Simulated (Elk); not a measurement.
An Elk run on MnSb with settings drawn from a wide range, so not all are converged; totals and levels move with the basis, and no second program has checked them. Level of theory: DFT, LDA (Perdew-Zunger), all-electron APW+lo, Dirac cores, scalar-relativistic bands in Elk 11.2.3 with local patches. Elk's input is in atomic units.

Command: `OMP_NUM_THREADS=1 elk` The run took 0.02 s on 1 thread of Arm Neoverse N1 (shared host), peak memory 0.04 GiB.

```
tasks
  0
  110
  115
  15

xctype
  2

rgkmax
  6.5

gmaxvr
  12

lmaxapw
  6

lmaxo
  5

lmaxi
  4

nrmtscf
  2.5

nempty
  8

epspot
  1e-07

epsengy
  0.0001

maxscl
  60

swidth
  0.004

stype
  1

lradstp
  2

mixtype
  1

hmaxvr
  4

reducebf
  0.5

spinpol
  .true.

tforce
  .false.

autolinengy
  .true.

sppath
  './'

avec
  0.00000000000 5.28181475395 5.28181475395
  5.28181475395 0.00000000000 5.28181475395
  5.28181475395 5.28181475395 0.00000000000

atoms
  2
  'Mn.in'
  1
  0.000000000000 0.000000000000 0.000000000000   0.000 0.000 -2.000
  'Sb.in'
  1
  0.500000000000 0.500000000000 0.500000000000   0.000 0.000 0.000

ngridk
  5 5 5
```

Muffin-tin radii in the species files: Sb 2.40, Mn 2.22 bohr.

Structure from Materials Project entry mp-1009217 (possibly hypothetical), not relaxed further.

Q: What does the run give?

A: It refused before any iteration.
```
Error(init0): requested spin-polarised run with spin-unpolarised
 exchange-correlation functional
```
